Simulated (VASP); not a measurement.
# Pd (Im-3m) in VASP: a series of runs

Runs on Pd. Level: r2SCAN. Tasks: single point.

Everything below comes from runs of VASP 6.6.1. Logs are shortened: lines on timing, memory, paths and dates and some standing lists are left out, and cuts for length are marked.

## Step 1: The structure

It takes space group Im-3m (No. 229, cubic). Conventional cell: a = 3.145 Å, b = 3.145 Å, c = 3.145 Å, α = 90.00°, β = 90.00°, γ = 90.00°. Around Pd (site symmetry m-3m) lie 8 Pd at 2.72 Å.

This isn't the form of Pd at room conditions, which is fcc.

## Step 2: Single point, r2SCAN, collinear spin, typed start

Contents of POSCAR:

```
Pd
1.0
   -1.5722810000      1.5722810000      1.5722810000
    1.5722810000     -1.5722810000      1.5722810000
    1.5722810000      1.5722810000     -1.5722810000
Pd
1
Direct
    0.0000000000      0.0000000000      0.0000000000
```

Contents of INCAR.step1:

```
SYSTEM = Pd
ALGO = Normal
EDIFF = 1E-4
ENCUT = 520
GGA = PE
ISMEAR = -1
ISPIN = 2
LASPH = .True.
LCHARG = .False.
LMAXMIX = 4
LREAL = .False.
LWAVE = .True.
MAGMOM = 0.6
NBANDS = 15
NELM = 150
PREC = Accurate
SIGMA = 0.1
```

Contents of INCAR.step2:

```
SYSTEM = Pd
ALGO = Normal
EDIFF = 1E-7
ENCUT = 520
ISIF = 2
ISMEAR = -1
ISPIN = 2
ISTART = 1
LASPH = .True.
LCHARG = .False.
LMAXMIX = 4
LMIXTAU = .True.
LORBIT = 11
LREAL = .False.
LWAVE = .False.
MAGMOM = 0.6
METAGGA = R2SCAN
NBANDS = 15
NELM = 150
PREC = Accurate
SIGMA = 0.1
```

Contents of KPOINTS:

```
k-points
0
Gamma
  13 13 13
  0 0 0
```

Potentials or basis: VASP PAW PBE potentials, release 64 (Pd).

Started as:

```sh
$ cat potpaw_PBE.64/Pd/POTCAR > POTCAR
$ cp INCAR.step1 INCAR
$ mpirun -np 1 vasp_std > vasp.out
$ cp INCAR.step2 INCAR
$ mpirun -np 1 vasp_std > vasp.out
```

OUTCAR:

```text
SYSTEM = Pd
   EDIFF = 1E-7
   ENCUT = 520
   ISIF = 2
   ISMEAR = -1
   ISPIN = 2
   ISTART = 1
   LASPH = .True.
   LORBIT = 11
   LREAL = .False.
   METAGGA = R2SCAN
   NELM = 150
   PREC = Accurate

 ion  position               nearest neighbor table
   1  0.000  0.000  0.000-

  LATTYP: Found a body centered cubic cell.
 ALAT       =     3.1445620000

  Lattice vectors:

 A1 = (  -1.5722810000,   1.5722810000,   1.5722810000)
 A2 = (   1.5722810000,  -1.5722810000,   1.5722810000)
 A3 = (   1.5722810000,   1.5722810000,  -1.5722810000)

Analysis of symmetry for initial positions (statically):
=====================================================================
 Subroutine PRICEL returns:
 Original cell was already a primitive cell.

 Routine SETGRP: Setting up the symmetry group for a
 body centered cubic supercell.

 Subroutine GETGRP returns: Found 48 space group operations
 (whereof 48 operations were pure point group operations)
 out of a pool of 48 trial point group operations.

The static configuration has the point symmetry O_h .

Analysis of symmetry for dynamics (positions and initial velocities):
=====================================================================
 Subroutine PRICEL returns:
 Original cell was already a primitive cell.

 Routine SETGRP: Setting up the symmetry group for a
 body centered cubic supercell.

 Subroutine GETGRP returns: Found 48 space group operations
 (whereof 48 operations were pure point group operations)
 out of a pool of 48 trial point group operations.

The dynamic configuration has the point symmetry O_h .

Analysis of structural, dynamic, and magnetic symmetry:
=====================================================================
 Subroutine PRICEL returns:
 Original cell was already a primitive cell.

 Routine SETGRP: Setting up the symmetry group for a
 body centered cubic supercell.

 Subroutine GETGRP returns: Found 48 space group operations
 (whereof 48 operations were pure point group operations)
 out of a pool of 48 trial point group operations.

The overall configuration has the point symmetry O_h .

 Subroutine INISYM returns: Found 48 space group operations
 (whereof 48 operations are pure point group operations),
 and found     1 'primitive' translations

----------------------------------------------------------------------------------------

                                     Primitive cell

  volume of cell :      15.5471

  direct lattice vectors                    reciprocal lattice vectors
[... 124 lines left out ...]
 Free energy of the ion-electron system (eV)
  ---------------------------------------------------
  ext. energy  EPLUGINS =         0.00000000
  ---------------------------------------------------
  free energy    TOTEN  =       -22.92086266 eV

  energy without entropy =      -22.88137908  energy(sigma->0) =      -22.90112087

 E-fermi :   8.7896     XC(G=0): -13.7260

 val. band max:        8.7775894401   @ k =  -0.3846   0.4615   0.2308
 cond. band min:       8.7904581162   @ k =  -0.3846   0.4615   0.3077
 fundamental gap:      0.0128686762
 Fermi energy:         8.7896360051

 spin component 1

 k-point     1 :       0.0000    0.0000    0.0000
  band No.  band energies     occupation
      1       2.0021      1.00000
      2       5.9542      1.00000
      3       5.9542      1.00000
      4       5.9542      1.00000
      5       7.8034      0.99995
      6       7.8034      0.99995
      7      28.9814      0.00000
      8      28.9814      0.00000
      9      28.9814      0.00000
     10      31.5525      0.00000
     11      37.2012      0.00000
     12      37.2012      0.00000
     13      38.3173      0.00000
     14      38.3173      0.00000
[... 403 lines left out ...]
      4       7.6496      0.99999
      5       7.9102      0.99985
      6       9.1924      0.01750
      7      22.3829      0.00000
      8      25.3425      0.00000
      9      26.8369      0.00000
     10      31.5899      0.00000
     11      32.1183      0.00000
     12      37.1959      0.00000
     13      38.0812      0.00000
     14      38.7295      0.00000
     15      42.1679      0.00000

 [... further k-points ...]

 spin component 2

 k-point     1 :       0.0000    0.0000    0.0000
  band No.  band energies     occupation
      1       2.0021      1.00000
      2       5.9542      1.00000
      3       5.9542      1.00000
      4       5.9542      1.00000
      5       7.8033      0.99995
      6       7.8033      0.99995
      7      28.9814      0.00000
      8      28.9814      0.00000
      9      28.9814      0.00000
     10      31.5523      0.00000
     11      37.2012      0.00000
     12      37.2012      0.00000
     13      38.3173      0.00000
     14      38.3173      0.00000
[... 403 lines left out ...]
      4       7.6495      0.99999
      5       7.9102      0.99985
      6       9.1924      0.01751
      7      22.3829      0.00000
      8      25.3425      0.00000
      9      26.8368      0.00000
     10      31.5898      0.00000
     11      32.1183      0.00000
     12      37.1958      0.00000
     13      38.0812      0.00000
     14      38.7294      0.00000
     15      42.1678      0.00000

 [... further k-points ...]

------------------------ aborting loop because EDIFF is reached ----------------------------------------

  FORCE on cell =-STRESS in cart. coord.  units (eV):
  Direction    XX          YY          ZZ          XY          YZ          ZX
  --------------------------------------------------------------------------------------
  -------------------------------------------------------------------------------------
  Total       -0.4625665     -0.4625665     -0.4625665     -0.0000000     -0.0000000      0.0000000
  in kB      -47.6688008    -47.6688008    -47.6688008     -0.0000000     -0.0000000      0.0000000
  external PRESSURE =     -47.6688008 kB  Pullay stress =       0.0000000 kB

 VOLUME and BASIS-vectors are now :
 -----------------------------------------------------------------------------
  energy-cutoff  :      520.00
  volume of cell :       15.55
      direct lattice vectors                 reciprocal lattice vectors
    -1.572281000  1.572281000  1.572281000     0.000000000  0.318009313  0.318009313
     1.572281000 -1.572281000  1.572281000     0.318009313  0.000000000  0.318009313
     1.572281000  1.572281000 -1.572281000     0.318009313  0.318009313  0.000000000

 POSITION                                       TOTAL-FORCE (eV/Angst)
 -----------------------------------------------------------------------------------
      0.00000      0.00000      0.00000         0.000000     -0.000000      0.000000
 -----------------------------------------------------------------------------------
    total drift:                                0.000000     -0.000000      0.000000

  FREE ENERGIE OF THE ION-ELECTRON SYSTEM (eV)
  ---------------------------------------------------
  free  energy   TOTEN  =       -22.9208626571 eV

  energy  without entropy=      -22.8813790791  energy(sigma->0) =      -22.90112087

 total charge

# of ion       s       p       d       tot
------------------------------------------
    1        0.486   0.400   8.503   9.389

 magnetization (x)

# of ion       s       p       d       tot
------------------------------------------
    1        0.000   0.000  -0.000  -0.000
```

OUTCAR.step1:

```text
SYSTEM = Pd
   EDIFF = 1E-4
   ENCUT = 520
   GGA = PE
   ISMEAR = -1
   ISPIN = 2
   LASPH = .True.
[... 1103 lines left out ...]
 -----------------------------------------------------------------------------------
      0.00000      0.00000      0.00000         0.000000      0.000000      0.000000
 -----------------------------------------------------------------------------------
    total drift:                                0.000000     -0.000000      0.000000

  FREE ENERGIE OF THE ION-ELECTRON SYSTEM (eV)
  ---------------------------------------------------
  free  energy   TOTEN  =        -5.1958224817 eV

  energy  without entropy=       -5.1539088644  energy(sigma->0) =       -5.17486567
```

OSZICAR.step1:

```text
N       E                     dE             d eps       ncg     rms          rms(c)
DAV:   1     0.469839492142E+02    0.46984E+02   -0.44927E+03  5071   0.584E+02
DAV:   2    -0.459167335761E+01   -0.51576E+02   -0.49295E+02  6419   0.160E+02
DAV:   3    -0.540890530160E+01   -0.81723E+00   -0.81567E+00  6818   0.200E+01
DAV:   4    -0.541141050993E+01   -0.25052E-02   -0.25051E-02  5988   0.116E+00
DAV:   5    -0.541142803271E+01   -0.17523E-04   -0.17522E-04  6678   0.868E-02    0.681E+00
DAV:   6    -0.520533945599E+01    0.20609E+00   -0.90839E-01  7280   0.593E+00    0.331E+00
DAV:   7    -0.519878956668E+01    0.65499E-02   -0.12456E-02  6377   0.650E-01    0.181E+00
DAV:   8    -0.519575289874E+01    0.30367E-02   -0.13454E-03  7028   0.216E-01    0.678E-01
DAV:   9    -0.519582248174E+01   -0.69583E-04   -0.24748E-04  6454   0.103E-01
   1 F= -.51958225E+01 E0= -.51748657E+01  d E =-.419136E-01  mag=    -0.0053
```

It took 54 s on 1 thread of Intel Xeon 6975P-C (Granite Rapids), shared host; peak memory 0.15 GiB.

What came out:

```yaml
Free_energy: -22.9209 eV
Pressure: -4.8 GPa
Band_gap_on_the_k_mesh: none (metal or under the smearing width)
Net_moment: 0.00 μB per cell
Valence_electrons_inside_the_program's_atomic_spheres: Pd 9.39
```

Levels at points of the mesh, in eV from the Fermi level:
Spin up:
| k point | band 1 | band 2 | band 3 | band 4 | band 5 | band 6 | band 7 | band 8 | band 9 | band 10 |
| --- | --- | --- | --- | --- | --- | --- | --- | --- | --- | --- |
| (0.00, 0.00, 0.00) | -6.79 | -2.84 | -2.84 | -2.84 | -0.99 | -0.99 | 20.19 | 20.19 | 20.19 | 22.76 |
Spin down:
| k point | band 3 | band 4 | band 5 | band 6 | band 7 | band 8 |
| --- | --- | --- | --- | --- | --- | --- |
| (0.00, 0.00, 0.00) | -2.84 | -2.84 | -0.99 | -0.99 | 20.19 | 20.19 |

Caveat: the PAW data sets were made with another functional, which shifts forces and pressure a little.

## Step 3: Single point, r2SCAN, collinear spin, typed start

POSCAR is that of step 2.

Contents of INCAR.step1:

```
SYSTEM = Pd
PREC = Accurate
ENCUT = 520
ISMEAR = -1
SIGMA = 0.1
LREAL = .FALSE.
LASPH = .TRUE.
NELM = 150
ISPIN = 2
MAGMOM = 0.5
NUPDOWN = 0.5
LMAXMIX = 4
NBANDS = 15
GGA = PE
ALGO = Normal
EDIFF = 1E-4
LWAVE = .TRUE.
LCHARG = .FALSE.
```

Contents of INCAR.step2:

```
SYSTEM = Pd
PREC = Accurate
ENCUT = 520
EDIFF = 1E-6
ISMEAR = -1
SIGMA = 0.1
LREAL = .FALSE.
LASPH = .TRUE.
NELM = 150
ALGO = Normal
ISIF = 2
LWAVE = .FALSE.
LCHARG = .FALSE.
ISPIN = 2
MAGMOM = 0.5
LORBIT = 11
NUPDOWN = 0.5
LMAXMIX = 4
METAGGA = R2SCAN
LMIXTAU = .TRUE.
NBANDS = 15
ISTART = 1
```

Contents of KPOINTS:

```
Automatic mesh
0
G
  13 13 13
  0 0 0
```

Potentials or basis: VASP PAW PBE potentials, release 64 (Pd).

Started as:

```sh
$ cat potpaw_PBE.64/Pd/POTCAR > POTCAR
$ cp INCAR.step1 INCAR
$ mpirun -np 1 vasp_std > vasp.out
$ cp INCAR.step2 INCAR
$ mpirun -np 1 vasp_std > vasp.out
```

Wall time 44 s (1 thread of Intel Xeon 6975P-C (Granite Rapids), shared host); peak memory 0.15 GiB.

The run converged. Its results:

```yaml
Free_energy: -22.8812 eV
Pressure: -3.2 GPa
Net_moment: 0.50 μB per cell
Site_moments: Pd +0.50 μB
Valence_electrons_inside_the_program's_atomic_spheres: Pd 9.39
```

Caveat: the PAW data sets were made with another functional, which shifts forces and pressure a little; the total moment is fixed, so each spin has its own Fermi level.
